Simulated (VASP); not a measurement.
# HfO2 (Pnma) in VASP: a series of runs, part 2 of 3

VASP 6.6.1. Earlier steps stand in the parts before.

## 3. Optical spectrum, PBE

File INCAR:

```
SYSTEM = HfO2
ALGO = Normal
CSHIFT = 0.1
EDIFF = 1E-7
ENCUT = 520
GGA = PE
ISIF = 2
ISMEAR = 0
LASPH = .TRUE.
LCHARG = .FALSE.
LOPTICS = .TRUE.
LREAL = .FALSE.
LWAVE = .FALSE.
NBANDS = 92
NEDOS = 2000
NELM = 100
PREC = Accurate
SIGMA = 0.02
```

File KPOINTS:

```
k-points
0
G
  4 6 3
  0 0 0
```

File POSCAR:

```
HfO2
1.0
    5.5563950000      0.0000000000      0.0000000000
    0.0000000000      3.3335970000      0.0000000000
    0.0000000000      0.0000000000      6.5049950000
Hf O
4 8
Direct
    0.7486820000      0.7500000000      0.6078710000
    0.2513180000      0.2500000000      0.3921290000
    0.2486820000      0.7500000000      0.8921290000
    0.7513180000      0.2500000000      0.1078710000
    0.6394990000      0.2500000000      0.4234000000
    0.3605010000      0.7500000000      0.5766000000
    0.1394990000      0.2500000000      0.0766000000
    0.8605010000      0.7500000000      0.9234000000
    0.5207940000      0.2500000000      0.8414530000
    0.4792060000      0.7500000000      0.1585470000
    0.0207940000      0.2500000000      0.6585470000
    0.9792060000      0.7500000000      0.3414530000
```

Potentials or basis: VASP PAW PBE potentials, release 64 (Hf_pv, O).

Command:

```sh
$ cat potpaw_PBE.64/Hf_pv/POTCAR potpaw_PBE.64/O/POTCAR > POTCAR
$ mpirun -np 1 vasp_std > vasp.out
```

OUTCAR:

```text
SYSTEM = HfO2
   EDIFF = 1E-7
   ENCUT = 520
   GGA = PE
   ISIF = 2
   ISMEAR = 0
   LASPH = .TRUE.
   LREAL = .FALSE.
   NELM = 100
   PREC = Accurate

 ion  position               nearest neighbor table
   1  0.749  0.750  0.608-   5 2.14   5 2.14   8 2.14  12 2.16   6 2.17  11 2.27  11 2.27   9 2.59
                             9 2.59   3 3.34   3 3.34   2 3.52   2 3.52   2 3.54   2 3.54   4 3.65
[... 1806 lines left out ...]
     2.58323     6.24156     6.01399     6.18534     0.00000     0.00000     0.00000
     3.22903     6.65202     6.38106     6.58150     0.00000     0.00000     0.00000
[... 92 lines left out ...]
    63.28908     0.74619     0.74904     0.74458    -0.00000     0.00000     0.00000
    63.93488     0.75315     0.75589     0.75158    -0.00000     0.00000     0.00000

  frequency dependent IMAGINARY DIELECTRIC FUNCTION (independent particle, no local field effects) current-current
     E(ev)      X         Y         Z        XY        YZ        ZX
  --------------------------------------------------------------------------------------------------------------
     0.00000    29.02807    27.91897    28.77757     0.00000     0.00000     0.00000
     0.64581     1.46999     1.41305     1.45698     0.00000     0.00000     0.00000
     1.29161     0.76448     0.73359     0.75719     0.00000     0.00000     0.00000
     1.93742     0.54635     0.52252     0.54044     0.00000     0.00000     0.00000
     2.58323     0.45628     0.43376     0.45032     0.00000     0.00000     0.00000
     3.22903     0.42975     0.40374     0.42236     0.00000     0.00000     0.00000
[... 92 lines left out ...]
    63.28908     0.00030     0.00029     0.00031     0.00000     0.00000     0.00000
    63.93488     0.00028     0.00027     0.00028     0.00000     0.00000     0.00000

  frequency dependent      REAL DIELECTRIC FUNCTION (independent particle, no local field effects) current-current
     E(ev)        X           Y           Z          XY          YZ          ZX
  --------------------------------------------------------------------------------------------------------------
     0.00000     5.68371     5.50487     5.64334     0.00000     0.00000     0.00000
     0.64581     5.71352     5.53232     5.67238     0.00000     0.00000     0.00000
     1.29161     5.80640     5.61770     5.76284     0.00000     0.00000     0.00000
     1.93742     5.97319     5.77034     5.92503     0.00000     0.00000     0.00000
     2.58323     6.23695     6.00982     6.18087     0.00000     0.00000     0.00000
     3.22903     6.64632     6.37599     6.57600     0.00000     0.00000     0.00000
[... 92 lines left out ...]
    63.28908     0.74620     0.74905     0.74458    -0.00000     0.00000     0.00000
    63.93488     0.75315     0.75589     0.75159    -0.00000     0.00000     0.00000
```

OSZICAR:

```text
N       E                     dE             d eps       ncg     rms          rms(c)
DAV:   1     0.485358511766E+03    0.48536E+03   -0.45284E+04  4416   0.973E+02
DAV:   2    -0.112101082789E+03   -0.59746E+03   -0.56469E+03  5020   0.298E+02
DAV:   3    -0.141919284950E+03   -0.29818E+02   -0.29516E+02  5224   0.566E+01
DAV:   4    -0.142093439332E+03   -0.17415E+00   -0.17402E+00  5220   0.437E+00
DAV:   5    -0.142094185099E+03   -0.74577E-03   -0.74573E-03  4996   0.280E-01    0.955E+01
DAV:   6    -0.120803592792E+03    0.21291E+02   -0.30520E+01  4648   0.249E+01    0.759E+01
DAV:   7    -0.120480514951E+03    0.32308E+00   -0.41489E+00  4952   0.654E+00    0.497E+01
DAV:   8    -0.120526602269E+03   -0.46087E-01   -0.66039E-01  4576   0.402E+00    0.220E+01
DAV:   9    -0.120383677826E+03    0.14292E+00   -0.17505E-01  4576   0.217E+00    0.607E+00
DAV:  10    -0.120383288863E+03    0.38896E-03   -0.34580E-02  4936   0.611E-01    0.194E+00
DAV:  11    -0.120382815303E+03    0.47356E-03   -0.25132E-03  4696   0.210E-01    0.126E-01
DAV:  12    -0.120382831154E+03   -0.15851E-04   -0.98161E-05  5016   0.393E-02    0.123E-01
DAV:  13    -0.120382826760E+03    0.43942E-05   -0.10765E-05  4748   0.105E-02    0.891E-02
DAV:  14    -0.120382828700E+03   -0.19406E-05   -0.12193E-06  4712   0.497E-03    0.227E-03
DAV:  15    -0.120382828941E+03   -0.24094E-06   -0.32729E-07  4964   0.186E-03    0.111E-02
DAV:  16    -0.120382828703E+03    0.23858E-06   -0.16391E-08  2472   0.460E-04    0.136E-03
DAV:  17    -0.120382828684E+03    0.18645E-07   -0.29053E-09  2432   0.201E-04
   1 F= -.12038283E+03 E0= -.12038283E+03  d E =-.545447E-16
 imaginary and real dielectric function
```

Wall time 3.5 min (1 thread of Intel Xeon Platinum 8488C (Sapphire Rapids), shared host); peak memory 0.54 GiB.

Results:

```
Free energy            : -120.3828 eV
Pressure               : -0.4 GPa
Largest force          : 0.013 eV/Å
Band gap on the k mesh : 3.40 eV, direct
```

Forces in eV/Å, atoms in the order of the input:
```
Hf   0.006  0.000 -0.012
Hf  -0.006  0.000  0.012
Hf   0.006  0.000  0.012
Hf  -0.006  0.000 -0.012
O   -0.001  0.000  0.002
O    0.001  0.000 -0.002
O   -0.001  0.000 -0.002
O    0.001  0.000  0.002
O   -0.002  0.000  0.011
O    0.002  0.000 -0.011
O   -0.002  0.000 -0.011
O    0.002  0.000  0.011
```

Levels at points of the mesh, in eV from the valence-band top:
```csv
k point,band 42,band 43,band 44,band 45,band 46,band 47
"(0.00, 0.00, 0.00)",-0.34,-0.05,0.00,3.40,4.33,4.42
"(0.50, 0.00, 0.00)",-0.82,-0.34,-0.34,4.24,4.24,5.45
"(0.00, 0.50, 0.00)",-0.79,-0.70,-0.70,5.11,5.11,5.93
"(0.50, 0.50, 0.00)",-0.73,-0.73,-0.73,5.63,5.63,5.63
```

Dielectric function (mean over the directions given):
```tsv
energy (eV)	real part	imaginary part
0.29	5.62	0.00
0.78	5.66	0.01
1.26	5.73	0.02
1.74	5.84	0.03
2.23	5.99	0.04
2.81	6.26	0.06
3.29	6.59	0.08
3.78	7.06	0.13
4.26	7.78	0.27
4.75	8.73	0.76
5.33	9.73	2.52
5.81	10.88	4.57
6.30	9.22	6.60
6.78	8.56	7.24
7.27	7.06	9.12
7.85	4.99	9.01
8.33	3.34	9.79
8.82	0.82	9.78
9.30	-0.88	8.59
9.78	-2.54	7.21
10.37	-2.73	5.13
10.85	-2.77	4.60
11.33	-2.65	3.25
11.82	-2.22	2.34
12.30	-1.61	1.72
12.88	-1.01	1.50
13.37	-0.77	1.38
13.85	-0.24	0.97
14.34	-0.10	1.19
14.82	-0.02	1.02
15.40	0.37	0.96
15.89	0.49	1.18
16.37	0.48	1.05
16.86	0.57	1.06
17.34	0.83	1.17
17.92	0.77	1.21
18.41	0.96	1.25
18.89	1.04	1.48
19.37	1.06	1.60
19.96	0.80	1.73
```

Caveat: spectra need much finer meshes, so this one isn't converged; independent-particle spectra lack excitons; spin-orbit coupling is left out, which moves the levels of the heavy elements; an odd mesh through Γ misses points on the zone boundary, where band edges often lie.

## 4. Density of states, PBE

POSCAR is that of step 3.

File INCAR.step1:

```
SYSTEM = HfO2
ALGO     = Normal         ! electronic algorithm
EDIFF    = 1E-7           ! SCF threshold, eV
ENCUT    = 520            ! plane-wave cutoff, eV
GGA      = PE             ! functional
ISIF     = 2              ! what is computed and relaxed
ISMEAR   = 0              ! smearing method
LASPH    = .TRUE.         ! aspherical terms in the spheres
LCHARG   = .TRUE.         ! write CHGCAR
LMAXMIX  = 4              ! l up to which the mixer works
LREAL    = .FALSE.        ! projectors in reciprocal space
LWAVE    = .FALSE.        ! write WAVECAR
NELM     = 100            ! most SCF steps
PREC     = Accurate       ! precision mode
SIGMA    = 0.02           ! smearing width, eV
```

File KPOINTS.step1:

```
k-points
0
G
  4 6 3
  0 0 0
```

File INCAR.step2:

```
SYSTEM = HfO2
ALGO     = Normal         ! electronic algorithm
EDIFF    = 1E-7           ! SCF threshold, eV
ENCUT    = 520            ! plane-wave cutoff, eV
GGA      = PE             ! functional
ICHARG   = 11             ! starting density
ISIF     = 2              ! what is computed and relaxed
ISMEAR   = -5             ! smearing method
LASPH    = .TRUE.         ! aspherical terms in the spheres
LCHARG   = .FALSE.        ! write CHGCAR
LMAXMIX  = 4              ! l up to which the mixer works
LORBIT   = 10             ! projections on sites
LREAL    = .FALSE.        ! projectors in reciprocal space
LWAVE    = .FALSE.        ! write WAVECAR
NEDOS    = 1001           ! points of the DOS
NELM     = 100            ! most SCF steps
PREC     = Accurate       ! precision mode
SIGMA    = 0.02           ! smearing width, eV
```

File KPOINTS.step2:

```
k-points
0
G
  6 9 5
  0 0 0
```

Command:

```sh
$ cat potpaw_PBE.64/Hf_pv/POTCAR potpaw_PBE.64/O/POTCAR > POTCAR
$ cp INCAR.step1 INCAR
$ cp KPOINTS.step1 KPOINTS
$ mpirun -np 1 vasp_std > vasp.out
$ cp INCAR.step2 INCAR
$ cp KPOINTS.step2 KPOINTS
$ mpirun -np 1 vasp_std > vasp.out
```

Wall time 4.3 min (1 thread of Intel Xeon Platinum 8488C (Sapphire Rapids), shared host); peak memory 0.4 GiB.

Results (log left out):

* Valence electrons inside the program's atomic spheres: Hf 8.28; O 5.14, 5.05

Levels at points of the mesh, in eV from the valence-band top:
| k point | band 41 | band 42 | band 43 | band 44 | band 45 | band 46 | band 47 | band 48 |
| --- | --- | --- | --- | --- | --- | --- | --- | --- |
| (0.00, 0.00, 0.00) | -0.83 | -0.34 | -0.05 | 0.00 | 3.40 | 4.33 | 4.42 | 4.95 |
| (0.50, 0.00, 0.00) | -0.82 | -0.82 | -0.34 | -0.34 | 4.24 | 4.24 | 5.45 | 5.45 |

States per cell in windows of 0.5 eV (zero at the valence-band top; states under -8 eV left out):
| from (eV) | total | Hf1_d | Hf2_d | Hf3_d | Hf4_d | O5_p | O6_p |
| --- | --- | --- | --- | --- | --- | --- | --- |
| -8.0 | 0.00 | 0.00 | 0.00 | 0.00 | 0.00 | 0.00 | 0.00 |
| -7.5 | 0.00 | 0.00 | 0.00 | 0.00 | 0.00 | 0.00 | 0.00 |
| -7.0 | 0.00 | 0.00 | 0.00 | 0.00 | 0.00 | 0.00 | 0.00 |
| -6.5 | 0.00 | 0.00 | 0.00 | 0.00 | 0.00 | 0.00 | 0.00 |
| -6.0 | 1.53 | 0.05 | 0.05 | 0.05 | 0.05 | 0.11 | 0.11 |
| -5.5 | 4.18 | 0.14 | 0.14 | 0.14 | 0.14 | 0.30 | 0.30 |
| -5.0 | 3.15 | 0.11 | 0.11 | 0.11 | 0.11 | 0.25 | 0.25 |
| -4.5 | 4.73 | 0.16 | 0.16 | 0.16 | 0.16 | 0.41 | 0.41 |
| -4.0 | 3.25 | 0.11 | 0.11 | 0.11 | 0.11 | 0.30 | 0.30 |
| -3.5 | 4.24 | 0.13 | 0.13 | 0.13 | 0.13 | 0.33 | 0.33 |
| -3.0 | 3.62 | 0.10 | 0.10 | 0.10 | 0.10 | 0.26 | 0.26 |
| -2.5 | 4.77 | 0.13 | 0.13 | 0.13 | 0.13 | 0.28 | 0.28 |
| -2.0 | 4.93 | 0.12 | 0.12 | 0.12 | 0.12 | 0.31 | 0.31 |
| -1.5 | 5.56 | 0.13 | 0.13 | 0.13 | 0.13 | 0.41 | 0.41 |
| -1.0 | 5.36 | 0.09 | 0.09 | 0.09 | 0.09 | 0.43 | 0.43 |
| -0.5 | 2.85 | 0.03 | 0.03 | 0.03 | 0.03 | 0.20 | 0.20 |
| 0.0 | 0.00 | 0.00 | 0.00 | 0.00 | 0.00 | 0.00 | 0.00 |
| 0.5 | 0.00 | 0.00 | 0.00 | 0.00 | 0.00 | 0.00 | 0.00 |
| 1.0 | 0.00 | 0.00 | 0.00 | 0.00 | 0.00 | 0.00 | 0.00 |
| 1.5 | 0.00 | 0.00 | 0.00 | 0.00 | 0.00 | 0.00 | 0.00 |
| 2.0 | 0.00 | 0.00 | 0.00 | 0.00 | 0.00 | 0.00 | 0.00 |
| 2.5 | 0.00 | 0.00 | 0.00 | 0.00 | 0.00 | 0.00 | 0.00 |
| 3.0 | 0.00 | 0.00 | 0.00 | 0.00 | 0.00 | 0.00 | 0.00 |
| 3.5 | 0.23 | 0.04 | 0.04 | 0.04 | 0.04 | 0.00 | 0.00 |
| 4.0 | 0.73 | 0.12 | 0.12 | 0.12 | 0.12 | 0.00 | 0.00 |
| 4.5 | 2.44 | 0.41 | 0.41 | 0.41 | 0.41 | 0.01 | 0.01 |
| 5.0 | 3.28 | 0.58 | 0.58 | 0.58 | 0.58 | 0.02 | 0.02 |
| 5.5 | 3.63 | 0.63 | 0.63 | 0.63 | 0.63 | 0.03 | 0.03 |
| 6.0 | 4.51 | 0.78 | 0.78 | 0.78 | 0.78 | 0.04 | 0.04 |
| 6.5 | 1.25 | 0.23 | 0.23 | 0.23 | 0.23 | 0.01 | 0.01 |
| 7.0 | 0.00 | 0.00 | 0.00 | 0.00 | 0.00 | 0.00 | 0.00 |
| 7.5 | 0.00 | 0.00 | 0.00 | 0.00 | 0.00 | 0.00 | 0.00 |

## 5. Electric field gradients, PBE

File INCAR:

```
PREC = Accurate
ENCUT = 520
EDIFF = 1E-8
ISMEAR = 0
SIGMA = 0.02
LREAL = F
LASPH = T
NELM = 100
ALGO = Normal
ISIF = 2
LWAVE = F
LCHARG = F
GGA = PE
LEFG = T
```

File KPOINTS:

```
regular mesh
0
Gamma
  4 6 3
```

POSCAR is that of step 4.

Potentials or basis: VASP PAW PBE potentials, release 64 (Hf_pv, O).

Command:

```sh
$ cat potpaw_PBE.64/Hf_pv/POTCAR potpaw_PBE.64/O/POTCAR > POTCAR
$ mpirun -np 1 vasp_std > vasp.out
```

OUTCAR:

```text
PREC = Accurate
   ENCUT = 520
   EDIFF = 1E-8
   ISMEAR = 0
   LREAL = F
   LASPH = T
   NELM = 100
   ISIF = 2
   GGA = PE

 ion  position               nearest neighbor table
   1  0.749  0.750  0.608-   5 2.14   5 2.14   8 2.14  12 2.16   6 2.17  11 2.27  11 2.27   9 2.59
                             9 2.59   3 3.34   3 3.34   2 3.52   2 3.52   2 3.54   2 3.54   4 3.65
   2  0.251  0.250  0.392-   6 2.14   6 2.14   7 2.14  11 2.16   5 2.17  12 2.27  12 2.27  10 2.59
                            10 2.59   4 3.34   4 3.34   1 3.52   1 3.52   1 3.54   1 3.54   3 3.65
   3  0.249  0.750  0.892-   7 2.14   7 2.14   6 2.14  10 2.16   8 2.17   9 2.27   9 2.27  11 2.59
                            11 2.59   1 3.34   1 3.34   4 3.52   4 3.52   4 3.54   4 3.54   2 3.65
   4  0.751  0.250  0.108-   8 2.14   8 2.14   5 2.14   9 2.16   7 2.17  10 2.27  10 2.27  12 2.59
                            12 2.59   2 3.34   2 3.34   3 3.52   3 3.52   3 3.54   3 3.54   1 3.65
   5  0.639  0.250  0.423-   1 2.14   1 2.14   4 2.14   2 2.17
   6  0.361  0.750  0.577-   2 2.14   2 2.14   3 2.14   1 2.17
   7  0.139  0.250  0.077-   3 2.14   3 2.14   2 2.14   4 2.17
   8  0.861  0.750  0.923-   4 2.14   4 2.14   1 2.14   3 2.17
   9  0.521  0.250  0.841-   4 2.16   3 2.27   3 2.27   1 2.59   1 2.59
  10  0.479  0.750  0.159-   3 2.16   4 2.27   4 2.27   2 2.59   2 2.59
  11  0.021  0.250  0.659-   2 2.16   1 2.27   1 2.27   3 2.59   3 2.59
  12  0.979  0.750  0.341-   1 2.16   2 2.27   2 2.27   4 2.59   4 2.59

  LATTYP: Found a simple orthorhombic cell.
 ALAT       =     3.3335970000
 B/A-ratio  =     1.6667866572
 C/A-ratio  =     1.9513441487

[... 1583 lines left out ...]
   8      -5.225   -15.142    20.367     0.000   -11.556     0.000
   9       9.894     8.250   -18.144     0.000   -11.530    -0.000
  10       9.894     8.250   -18.144     0.000   -11.530     0.000
  11       9.894     8.250   -18.144     0.000    11.530     0.000
  12       9.894     8.250   -18.144     0.000    11.530     0.000
---------------------------------------------------------------------

 Electric field gradients after diagonalization (V/A^2)
 (convention: |V_zz| > |V_xx| > |V_yy|)
----------------------------------------------------------------------
 ion       V_xx      V_yy      V_zz     asymmetry (V_yy - V_xx)/ V_zz
----------------------------------------------------------------------
   1      71.743    58.207  -129.950       0.104
   2      71.743    58.207  -129.950       0.104
   3      71.743    58.207  -129.950       0.104
   4      71.743    58.207  -129.950       0.104
   5     -15.142    -9.671    24.813       0.220
   6     -15.142    -9.671    24.813       0.220
   7     -15.142    -9.671    24.813       0.220
   8     -15.142    -9.671    24.813       0.220
   9      14.027     8.250   -22.277       0.259
  10      14.027     8.250   -22.277       0.259
  11      14.027     8.250   -22.277       0.259
  12      14.027     8.250   -22.277       0.259
----------------------------------------------------------------------

           NMR quadrupolar parameters

 Cq : quadrupolar parameter    Cq=e*Q*V_zz/h
 eta: asymmetry parameters     (V_yy - V_xx)/ V_zz
 Q  : nuclear electric quadrupole moment in mb (millibarn)
----------------------------------------------------------------------
 ion       Cq(MHz)       eta       Q (mb)
----------------------------------------------------------------------
   1      -0.314       0.104       1.000
   2      -0.314       0.104       1.000
   3      -0.314       0.104       1.000
   4      -0.314       0.104       1.000
   5       0.060       0.220       1.000
   6       0.060       0.220       1.000
   7       0.060       0.220       1.000
   8       0.060       0.220       1.000
   9      -0.054       0.259       1.000
  10      -0.054       0.259       1.000
  11      -0.054       0.259       1.000
  12      -0.054       0.259       1.000
----------------------------------------------------------------------
```

OSZICAR:

```text
N       E                     dE             d eps       ncg     rms          rms(c)
DAV:   1     0.571368354520E+03    0.57137E+03   -0.51594E+04  2496   0.172E+03
DAV:   2    -0.109793604075E+03   -0.68116E+03   -0.66534E+03  3168   0.431E+02
DAV:   3    -0.141723093808E+03   -0.31929E+02   -0.31856E+02  2952   0.863E+01
DAV:   4    -0.142088310557E+03   -0.36522E+00   -0.36470E+00  3048   0.102E+01
[... 10 lines left out ...]
DAV:  15    -0.120382828905E+03   -0.79776E-06   -0.34630E-06  3004   0.772E-03    0.295E-03
DAV:  16    -0.120382828691E+03    0.21468E-06   -0.24679E-07  2984   0.268E-03    0.340E-03
DAV:  17    -0.120382828686E+03    0.45147E-08   -0.11729E-07  2764   0.158E-03    0.112E-03
DAV:  18    -0.120382828699E+03   -0.12617E-07   -0.53564E-09  1684   0.396E-04    0.215E-04
DAV:  19    -0.120382828707E+03   -0.76898E-08   -0.65854E-10  1660   0.138E-04
   1 F= -.12038283E+03 E0= -.12038283E+03  d E =-.311734E-34
```

Wall time 2 min (1 thread of Intel Xeon Platinum 8488C (Sapphire Rapids), shared host); peak memory 0.28 GiB.

Results:

```
Free energy            : -120.3828 eV
Pressure               : -0.4 GPa
Largest force          : 0.013 eV/Å
Band gap on the k mesh : 3.40 eV, direct
```

Forces in eV/Å, atoms in the order of the input:
```
Hf   0.006  0.000 -0.012
Hf  -0.006  0.000  0.012
Hf   0.006  0.000  0.012
Hf  -0.006  0.000 -0.012
O   -0.001  0.000  0.002
O    0.001  0.000 -0.002
O   -0.001  0.000 -0.002
O    0.001  0.000  0.002
O   -0.002  0.000  0.011
O    0.002  0.000 -0.011
O   -0.002  0.000 -0.011
O    0.002  0.000  0.011
```

Levels at points of the mesh, in eV from the valence-band top:
| k point | band 40 | band 41 | band 42 | band 43 | band 44 | band 45 | band 46 | band 47 | band 48 | band 49 |
| --- | --- | --- | --- | --- | --- | --- | --- | --- | --- | --- |
| (0.00, 0.00, 0.00) | -0.85 | -0.83 | -0.34 | -0.05 | 0.00 | 3.40 | 4.33 | 4.42 | 4.95 | 5.60 |
| (0.50, 0.00, 0.00) | -0.97 | -0.82 | -0.82 | -0.34 | -0.34 | 4.24 | 4.24 | 5.45 | 5.45 | 5.61 |
| (0.00, 0.50, 0.00) | -1.50 | -0.79 | -0.79 | -0.70 | -0.70 | 5.11 | 5.11 | 5.93 | 5.93 | 6.00 |
| (0.50, 0.50, 0.00) | -1.22 | -0.73 | -0.73 | -0.73 | -0.73 | 5.63 | 5.63 | 5.63 | 5.63 | 6.63 |

Electric field gradients, principal values (V/Å²):
| atom | Vxx | Vyy | Vzz |
| --- | --- | --- | --- |
| 1 Hf | 58.207 | 71.743 | -129.950 |
| 2 Hf | 58.207 | 71.743 | -129.950 |
| 3 Hf | 58.207 | 71.743 | -129.950 |
| 4 Hf | 58.207 | 71.743 | -129.950 |
| 5 O | -9.671 | -15.142 | 24.813 |
| 6 O | -9.671 | -15.142 | 24.813 |
| 7 O | -9.671 | -15.142 | 24.813 |
| 8 O | -9.671 | -15.142 | 24.813 |
| 9 O | 8.250 | 14.027 | -22.277 |
| 10 O | 8.250 | 14.027 | -22.277 |
| 11 O | 8.250 | 14.027 | -22.277 |
| 12 O | 8.250 | 14.027 | -22.277 |

Caveat: spin-orbit coupling is left out, which moves the levels of the heavy elements; an odd mesh through Γ misses points on the zone boundary, where band edges often lie. Expect the measured gap to be larger: semilocal functionals such as PBE lack the derivative discontinuity.

[end of part 2 of 3]
